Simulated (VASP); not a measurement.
# GaN (Fm-3m) in VASP: notebook, part 2 of 2

VASP 6.6.1.

## (4) Dielectric tensor, PBE

Input file INCAR:

```
SYSTEM = GaN
  PREC = Accurate
  ENCUT = 400
  EDIFF = 1E-4
  ISMEAR = 0
  SIGMA = 0.01
  LREAL = .FALSE.
  LASPH = .TRUE.
  NELM = 100
  ALGO = Normal
  ISIF = 2
  LWAVE = .FALSE.
  LCHARG = .FALSE.
  GGA = PE
  LEPSILON = .TRUE.
```

Input file KPOINTS:

```
Automatic mesh
0
G
  8 8 8
  0 0 0
```

Input file POSCAR:

```
GaN
1.0
    0.0000000000      2.1352350000      2.1352350000
    2.1352350000      0.0000000000      2.1352350000
    2.1352350000      2.1352350000      0.0000000000
Ga N
1 1
Direct
    0.0000000000      0.0000000000      0.0000000000
    0.5000000000      0.5000000000      0.5000000000
```

Potentials or basis: VASP PAW PBE potentials, release 64 (Ga_d, N).

On the command line:

```
$ cat potpaw_PBE.64/Ga_d/POTCAR potpaw_PBE.64/N/POTCAR > POTCAR
$ mpirun -np 1 vasp_std > vasp.out
```

OUTCAR:

```text
SYSTEM = GaN
   PREC = Accurate
   ENCUT = 400
   EDIFF = 1E-4
   ISMEAR = 0
   LREAL = .FALSE.
   LASPH = .TRUE.
   NELM = 100
   ISIF = 2
   GGA = PE
   LEPSILON = .TRUE.

 Found     29 irreducible k-points:

 Following reciprocal coordinates:
            Coordinates               Weight
  0.000000  0.000000  0.000000      1.000000
  0.125000  0.000000  0.000000      8.000000
  0.250000  0.000000  0.000000      8.000000
  0.375000  0.000000  0.000000      8.000000
  0.500000  0.000000  0.000000      4.000000
  0.125000  0.125000  0.000000      6.000000
   k-points           NKPTS =     29   k-points in BZ     NKDIM =     29   number of bands    NBANDS=     13
   number of dos      NEDOS =    301   number of ions     NIONS =      2
   total plane-waves  NPLWV =   8000
   dimension x,y,z NGX =    20 NGY =   20 NGZ =   20
   dimension x,y,z NGXF=    40 NGYF=   40 NGZF=   40
   ions per type =               1   1
   NGX,Y,Z   is equivalent  to a cutoff of  11.01, 11.01, 11.01 a.u.
   NGXF,Y,Z  is equivalent  to a cutoff of  22.02, 22.02, 22.02 a.u.
 SYSTEM =  GaN
   PREC   = accura    normal or accurate (medium, high low for compatibility)
   ISTART =      0    job   : 0-new  1-cont  2-samecut
   ICHARG =      2    charge: 1-file 2-atom 10-const
   ISPIN  =      1    spin polarized calculation?
   LNONCOLLINEAR =      F non collinear calculations
   LSORBIT =      F    spin-orbit coupling
   LASPH  =      T    aspherical Exc in radial PAW
   ENCUT  =  400.0 eV  29.40 Ry    5.42 a.u.   4.92  4.92  4.92*2*pi/ulx,y,z
   NELM   =    100;   NELMIN=  2; NELMDL= -5     # of ELM steps
   EDIFF  = 0.1E-03   stopping-criterion for ELM
   LREAL  =      F    real-space projection
   EDIFFG = 0.1E-02   stopping-criterion for IOM
   NSW    =      0    number of steps for IOM
   IBRION =     -1    ionic relax: 0-MD 1-quasi-New 2-CG
   NFREE  =      0    steps in history (QN), initial steepest desc. (CG)
   ISIF   =      2    stress and relaxation
   ISYM   =      2    0-nonsym 1-usesym 2-fastsym
   POTIM  = 0.5000    time-step for ionic-motion
   TEBEG  =    0.0;   TEEND  =   0.0 temperature during run
   PSTRESS=    0.0 pullay stress
   NELECT =      18.0000    total number of electrons
   NUPDOWN=      -1.0000    fix difference up-down
   EMIN   =  10.00;   EMAX   =-10.00  energy-range for DOS
   EFERMI =   0.00;   METHOD = LEGACY
   ISMEAR =     0;   SIGMA  =   0.01  broadening in eV -4-tet -1-fermi 0-gaus
   EFERMI_NEDOS =   21; number of points for ismear=-14 and -15
   IALGO  =     38    algorithm
   IMIX   =      4    mixing-type and parameters
     AMIX     =   0.40;   BMIX     =  1.00
     AMIX_MAG =   1.60;   BMIX_MAG =  1.00
  volume/ion in A,a.u.               =       9.74        65.70
  Fermi-wavevector in a.u.,A,eV,Ry     =   1.594814  3.013761 34.605481  2.543431
  Thomas-Fermi vector in A             =   2.692830
   LORBIT       =      0    0 simple, 1 ext, 2 COOP (PROOUT), +10 PAW based schemes
   GGA     = PE    functional components
   LHFCALC =     F    Hartree Fock is set to
   AEXX    =    0.0000 exact exchange contribution
   IVDW    =     0    specifies the selected vdW correction
   LEPSILON=     T    determine dielectric tensor
   LRPA    =     F    only Hartree local field effects (RPA)
 non-spin polarized calculation
 Gauss-broadening in eV      SIGMA  =   0.01
  energy-cutoff  :      400.00
[... 109 lines left out ...]
     13      20.7563      0.00000

 [... further k-points ...]

  FORCE on cell =-STRESS in cart. coord.  units (eV):
  Direction    XX          YY          ZZ          XY          YZ          ZX
  --------------------------------------------------------------------------------------
  -------------------------------------------------------------------------------------
  Total       -0.3034656     -0.3034656     -0.3034656      0.0000000     -0.0000000      0.0000000
  in kB      -24.9719811    -24.9719811    -24.9719811      0.0000000     -0.0000000      0.0000000
  external PRESSURE =     -24.9719811 kB  Pullay stress =       0.0000000 kB

 VOLUME and BASIS-vectors are now :
 -----------------------------------------------------------------------------
  energy-cutoff  :      400.00
  volume of cell :       19.47
      direct lattice vectors                 reciprocal lattice vectors
     0.000000000  2.135235000  2.135235000    -0.234166263  0.234166263  0.234166263
     2.135235000  0.000000000  2.135235000     0.234166263 -0.234166263  0.234166263
     2.135235000  2.135235000  0.000000000     0.234166263  0.234166263 -0.234166263

 POSITION                                       TOTAL-FORCE (eV/Angst)
 -----------------------------------------------------------------------------------
      0.00000      0.00000      0.00000         0.000000      0.000000      0.000000
      2.13524      2.13524      2.13524         0.000000     -0.000000      0.000000
 -----------------------------------------------------------------------------------
    total drift:                                0.000000     -0.000000      0.000000

  FREE ENERGIE OF THE ION-ELECTRON SYSTEM (eV)
  ---------------------------------------------------
  free  energy   TOTEN  =       -11.2044474991 eV

  energy  without entropy=      -11.2044474991  energy(sigma->0) =      -11.20444750

 HEAD OF MICROSCOPIC STATIC DIELECTRIC TENSOR (INDEPENDENT PARTICLE, excluding Hartree and local field effects)
 ------------------------------------------------------
           9.094209     0.000000     0.000000
          -0.000000     9.094209     0.000000
           0.000000     0.000000     9.094209
 ------------------------------------------------------

 Free energy of the ion-electron system (eV)
  ---------------------------------------------------
  ---------------------------------------------------
  free energy    TOTEN  =        -0.45233085 eV

  energy without entropy =       -0.45233085

------------------------ aborting loop because EDIFF is reached ----------------------------------------

--------------------------------------- Ionic step        2  -------------------------------------------

------------------------ aborting loop because EDIFF is reached ----------------------------------------

--------------------------------------- Ionic step        3  -------------------------------------------

 Free energy of the ion-electron system (eV)
  ---------------------------------------------------
  ---------------------------------------------------
  free energy    TOTEN  =        -0.45235400 eV

  energy without entropy =       -0.45235400

------------------------ aborting loop because EDIFF is reached ----------------------------------------

 PIEZOELECTRIC TENSOR FIELD DIRECTION 3  (e Angst)
 -----------------------------------------------------------------------------
     0.00040  0.00000 -0.00000           ( -0.00001  0.00000  0.00000)
     0.00000  0.00040 -0.00000           (  0.00000 -0.00001  0.00000)
     0.00000 -0.00000 -0.00121           (  0.00000  0.00000 -0.00002)

 PIEZOELECTRIC TENSOR FIELD DIRECTION 3  (C/m^2)
 -----------------------------------------------------------------------------
     0.00033  0.00000 -0.00000
     0.00000  0.00033 -0.00000
     0.00000 -0.00000 -0.00100

 MACROSCOPIC STATIC DIELECTRIC TENSOR (including local field effects in DFT)
 ------------------------------------------------------
           8.908897     0.000000     0.000000
           0.000000     8.908897     0.000000
           0.000000    -0.000000     8.908897
 ------------------------------------------------------

 PIEZOELECTRIC TENSOR (including local field effects)  for field in x, y, z        (e  Angst)
          XX          YY          ZZ          XY          YZ          ZX
  --------------------------------------------------------------------------------
  x     0.00000     0.00000     0.00000     0.00000     0.00000     0.00000
  y     0.00000     0.00000     0.00000     0.00000     0.00000     0.00000
  z     0.00000     0.00000     0.00000     0.00000     0.00000     0.00000

 PIEZOELECTRIC TENSOR (including local field effects)  for field in x, y, z        (C/m^2)
          XX          YY          ZZ          XY          YZ          ZX
  --------------------------------------------------------------------------------
  x     0.00000     0.00000     0.00000     0.00000     0.00000     0.00000
  y     0.00000     0.00000     0.00000     0.00000     0.00000     0.00000
  z     0.00000     0.00000     0.00000     0.00000     0.00000     0.00000

 BORN EFFECTIVE CHARGES (including local field effects) (in |e|, cummulative output)
 ---------------------------------------------------------------------------------
 ion    1
    1     3.64238    -0.00000    -0.00000
    2    -0.00000     3.64238    -0.00000
    3    -0.00000     0.00000     3.64238
 ion    2
    1    -3.64238     0.00000     0.00000
    2     0.00000    -3.64238     0.00000
    3     0.00000    -0.00000    -3.64238
```

stdout:

```text
POSCAR found type information on POSCAR GaN
 POSCAR found :  2 types and       2 ions
 scaLAPACK will be used
 LDA part: xc-table for (Slater+PW92), standard interpolation
 POSCAR, INCAR and KPOINTS ok, starting setup
 FFT: planning ... GRIDC
 FFT: planning ... GRID_SOFT
 FFT: planning ... GRID
 WAVECAR not read
 entering main loop
 Linear response reoptimize wavefunctions to high precision
 Linear response G [H, r] |phi>, progress :
  Direction:   1
 Linear response G [H, r] |phi>, progress :
  Direction:   2
 Linear response G [H, r] |phi>, progress :
  Direction:   3
 Linear response to external field (no local field effect), progress :
  Direction:   1
 dielectric tensor                  component  1 :    10.758     5.123     0.723
 Linear response to external field (no local field effect), progress :
  Direction:   2
 dielectric tensor                  component  2 :     5.123    10.793    -0.404
 Linear response to external field (no local field effect), progress :
  Direction:   3
 dielectric tensor                  component  3 :     0.723    -0.404     5.732
 Linear response to external field, progress :
  Direction:   1
 dielectric tensor                  component  1 :     8.909     3.502     0.800
 Linear response to external field, progress :
  Direction:   2
 dielectric tensor                  component  2 :     3.480     8.909    -0.237
 Linear response to external field, progress :
  Direction:   3
 dielectric tensor                  component  3 :     0.698     2.461     8.909
 Born effective charges drift removed
```

Wall time 22 s (1 thread of Intel Xeon 6975P-C (Granite Rapids), shared host); peak memory 0.14 GiB.

These settings aren't checked as converged: the numbers below hold their error.

Results:

| Quantity | Value |
| --- | --- |
| Band gap on the k mesh | 0.41 eV, indirect (least direct gap 2.35 eV) |
| Electronic dielectric tensor (diagonal) | 8.91 |
| Born charges (mean of the diagonal) | Ga +3.64; N -3.64 e |

Caveat: the cutoff is under 1.25 times the usual one of these potentials, so pressure, stress and relaxed cells hold a basis-set (Pulay) error; the gap is small at this level, which inflates the dielectric constant.

## (5) Dielectric tensor, PBE

Edit INCAR of step 4 so:

```diff
@@ -3,3 +3,3 @@
   ENCUT = 400
-  EDIFF = 1E-4
+  EDIFF = 1E-6
   ISMEAR = 0
```

KPOINTS is that of step 4.

POSCAR is that of step 4.

Potentials or basis: VASP PAW PBE potentials, release 64 (Ga_d, N).

On the command line:

```
$ cat potpaw_PBE.64/Ga_d/POTCAR potpaw_PBE.64/N/POTCAR > POTCAR
$ mpirun -np 1 vasp_std > vasp.out
```

OUTCAR:

```text
SYSTEM = GaN
   PREC = Accurate
   ENCUT = 400
   EDIFF = 1E-6
   ISMEAR = 0
   LREAL = .FALSE.
   LASPH = .TRUE.
   NELM = 100
   ISIF = 2
   GGA = PE
   LEPSILON = .TRUE.

 Found     29 irreducible k-points:

 Following reciprocal coordinates:
            Coordinates               Weight
  0.000000  0.000000  0.000000      1.000000
  0.125000  0.000000  0.000000      8.000000
  0.250000  0.000000  0.000000      8.000000
  0.375000  0.000000  0.000000      8.000000
  0.500000  0.000000  0.000000      4.000000
  0.125000  0.125000  0.000000      6.000000
[... 236 lines left out ...]
     0.00046  0.00000 -0.00000
     0.00000  0.00046  0.00000
    -0.00000 -0.00000 -0.00086

 MACROSCOPIC STATIC DIELECTRIC TENSOR (including local field effects in DFT)
 ------------------------------------------------------
           8.904970    -0.000000    -0.000000
          -0.000000     8.904970    -0.000000
           0.000000     0.000000     8.904970
 ------------------------------------------------------

 PIEZOELECTRIC TENSOR (including local field effects)  for field in x, y, z        (e  Angst)
          XX          YY          ZZ          XY          YZ          ZX
  --------------------------------------------------------------------------------
  x     0.00000     0.00000     0.00000     0.00000     0.00000     0.00000
  y     0.00000     0.00000     0.00000     0.00000     0.00000     0.00000
  z     0.00000     0.00000     0.00000     0.00000     0.00000     0.00000

 PIEZOELECTRIC TENSOR (including local field effects)  for field in x, y, z        (C/m^2)
          XX          YY          ZZ          XY          YZ          ZX
  --------------------------------------------------------------------------------
  x     0.00000     0.00000     0.00000     0.00000     0.00000     0.00000
  y     0.00000     0.00000     0.00000     0.00000     0.00000     0.00000
  z     0.00000     0.00000     0.00000     0.00000     0.00000     0.00000

 BORN EFFECTIVE CHARGES (including local field effects) (in |e|, cummulative output)
 ---------------------------------------------------------------------------------
 ion    1
    1     3.64089     0.00000     0.00000
    2     0.00000     3.64089    -0.00000
    3    -0.00000     0.00000     3.64089
 ion    2
    1    -3.64089     0.00000     0.00000
    2    -0.00000    -3.64089     0.00000
    3     0.00000     0.00000    -3.64089
```

Run time: 30 s. Hardware: 1 thread of Intel Xeon 6975P-C (Granite Rapids), shared host; peak memory 0.14 GiB.

These settings aren't checked as converged: the numbers below hold their error.

Results:

| Property | Result |
| --- | --- |
| Band gap on the k mesh | 0.41 eV, indirect (least direct gap 2.35 eV) |
| Electronic dielectric tensor (diagonal) | 8.90 |
| Born charges (mean of the diagonal) | Ga +3.64; N -3.64 e |

Caveat: the cutoff is under 1.25 times the usual one of these potentials, so pressure, stress and relaxed cells hold a basis-set (Pulay) error; the gap is small at this level, which inflates the dielectric constant.
